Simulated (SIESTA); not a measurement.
This SIESTA 5.4.2 run on HfO2 needs a look.

The input HfO2.fdf:

```
SystemName                      HfO2
SystemLabel                     HfO2
NumberOfSpecies                 2
NumberOfAtoms                   3
%block ChemicalSpeciesLabel
  1  72 Hf
  2   8 O
%endblock ChemicalSpeciesLabel

UseStructFile                   true

%block kgrid.MonkhorstPack
    9   0   0  0.0
    0   9   0  0.0
    0   0   9  0.0
%endblock kgrid.MonkhorstPack
XC.Functional                   GGA
XC.Authors                      PBE
PAO.BasisSize                   DZP
PAO.EnergyShift                 0.003 Ry
Mesh.Cutoff                     800 Ry
OccupationFunction              FD
ElectronicTemperature           0.05 eV
MaxSCFIterations                6
SCF.MustConverge                false
SCF.Mixer.Method                Pulay
SCF.Mixer.Weight                0.25
SCF.Mixer.History               8
SCF.DM.Tolerance                5.0e-05
SCF.H.Tolerance                 1.0e-03 eV
WriteForces                     true
Charge.Mulliken                 end
%block PAO.Basis
  Hf 5
  n=5 0 2
    3.241 0.000
  n=6 0 2
    8.163 0.000
  n=5 1 2
    3.929 0.000
  n=6 1 1
    8.163
  n=5 2 2
    7.906 0.000
%endblock PAO.Basis
```

The input HfO2.STRUCT_IN:

```
   0.0000000000     2.5575000000     2.5575000000
   2.5575000000     0.0000000000     2.5575000000
   2.5575000000     2.5575000000     0.0000000000
3
1  72    0.0000000000     0.0000000000     0.0000000000
2   8    0.7500000000     0.7500000000     0.7500000000
2   8    0.2500000000     0.2500000000     0.2500000000
```

Potentials or basis: PseudoDojo 0.4 standard (PBE files), DZP (energy shift 0.003 Ry; two zetas on semicore shells).

The run is started by

```console
$ siesta < HfO2.fdf > HfO2.out 2>&1
```

HfO2.out:

```text
Version         : 5.4.2

                           ***********************
                           *  WELCOME TO SIESTA  *
                           ***********************

 NOTE: Siesta V5 introduces some new defaults for basis-set generation
 NOTE: which might lead to slightly different numerical results.
 NOTE: Please see the manual for full details and compatibility measures.

reinit: Reading from standard input
reinit: Dumping input in INPUT_TMP.77556
************************** Dump of input data file ****************************
SystemName                      HfO2
SystemLabel                     HfO2
NumberOfSpecies                 2
NumberOfAtoms                   3
%block ChemicalSpeciesLabel
  1  72 Hf
  2   8 O
%endblock ChemicalSpeciesLabel
UseStructFile                   true
%block kgrid.MonkhorstPack
    9   0   0  0.0
    0   9   0  0.0
    0   0   9  0.0
%endblock kgrid.MonkhorstPack
XC.Functional                   GGA
XC.Authors                      PBE
PAO.BasisSize                   DZP
PAO.EnergyShift                 0.003 Ry
[... 695 lines left out ...]
siesta:                Solid            Molecule  Units
siesta:           0.00001670          0.00001672  Ry/Bohr**3
siesta:           0.00153357          0.00153557  eV/Ang**3
siesta:           2.45704933          2.46025156  kBar

Basis Enthalpy Calculation:
    Basis Pressure for species 1(Hf) :      0.2000000 GPa
    Basis Pressure for species 2(O) :      0.2000000 GPa

    Orbital volume contribution        =           2.128464 eV
    (Free)E + p_basis*V_orbitals       =       -2437.932187 eV
    (Free)Eharris+ p_basis*V_orbitals  =       -2437.934741 eV

mulliken: Atomic and Orbital Populations:

Species: Hf
Atom  Qatom  Qorb
               5s      5s      6s      6s      5py     5pz     5px     5py
               5pz     5px     6py     6pz     6px     5dxy    5dyz    5dz2
               5dxz    5dx2-y2 5dxy    5dyz    5dz2    5dxz    5dx2-y2
   1 10.066   1.906   0.038   0.485  -0.107   1.903   1.903   1.903   0.089
              0.089   0.089   0.053   0.053   0.053   0.465   0.465   0.084

              0.465   0.084  -0.048  -0.048   0.097  -0.048   0.097

Species: O
Atom  Qatom  Qorb
               2s      2s      2py     2pz     2px     2py     2pz     2px
               3Pdxy   3Pdyz   3Pdz2   3Pdxz   3Pdx2-y2
   2  6.967   2.017  -0.158   2.124   2.124   2.124  -0.429  -0.429  -0.429
              0.004   0.004   0.005   0.004   0.005
   3  6.967   2.017  -0.158   2.124   2.124   2.124  -0.429  -0.429  -0.429
              0.004   0.004   0.005   0.004   0.005

mulliken: Qtot =       24.000

Mulliken Atomic Populations:
Atom #   charge [q] valence [e]  Species
     1     1.933667   10.066333  Hf
     2    -0.966833    6.966833  O
     3    -0.966833    6.966833  O
 Total     0.000000

Job completed
```

Among its messages:

```text
SCF_NOT_CONV: SCF did not converge  in maximum number of steps.
```

Problem. How did it end, and where is the flaw?

Solution. The run did not converge. The input holds a flaw that was put in on purpose: too few SCF iterations (MaxSCFIterations = 6; SCF.MustConverge = false).
